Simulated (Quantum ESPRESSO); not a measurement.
The system is ZrO2.

```
Zr O
1.0
     3.59610    0.00000    0.00000
     0.00000    3.59610    0.00000
     0.00000    0.00000    5.17700
Zr O
2 4
Direct
  0.50000 0.50000 0.50000
  0.00000 0.00000 0.00000
  0.50000 0.00000 0.79700
  0.50000 0.00000 0.29700
  0.00000 0.50000 0.70300
  0.00000 0.50000 0.20300
```

```yaml
Program: Quantum ESPRESSO 7.5
Task: single point
Functional: PBE
Potentials_or_basis: SSSP 1.3 efficiency PBE
Cutoff: 748 eV
Density_cutoff: 5987 eV
k_mesh: 7 × 7 × 5
Occupations: fermi-dirac, width 0.05 eV
Spin: no spin polarisation
```

On this cell: pressure 4.7 GPa; largest force 0.052 eV/Å; band gap on the k mesh 4.02 eV, indirect (least direct gap 4.13 eV).

The same run follows on a disturbed copy (atoms moved at random, drawn with an rms of 0.05 Å):

```
Zr O
1.0
     3.59610    0.00000    0.00000
     0.00000    3.59610    0.00000
     0.00000    0.00000    5.17700
Zr O
2 4
Direct
  0.50020 0.50230 0.49149
  0.99803 0.99036 0.99643
  0.49520 0.00148 0.78597
  0.49345 0.00460 0.29768
  0.99265 0.49712 0.69829
  0.98605 0.50142 0.21275
```

**Question.** What does the disturbed cell give?

**Answer.** The energy moves by +15.0 meV/atom; pressure 4.4 GPa; largest force 1.103 eV/Å; band gap on the k mesh 3.92 eV, indirect (least direct gap 4.01 eV).

Forces in eV/Å, atoms in the order of the input:
```
Zr  -0.190  0.042  0.726
Zr  -0.107  0.283 -0.283
O   -0.013 -0.139  0.866
O   -0.154 -0.226 -0.840
O    0.244  0.169  0.604
O    0.221 -0.129 -1.073
```

Stress tensor (GPa, compression positive):
```
 3.66  0.02  0.02
 0.02  5.09 -0.74
 0.02 -0.74  4.40
```

Caveats: an odd mesh through Γ misses points on the zone boundary, where band edges often lie.
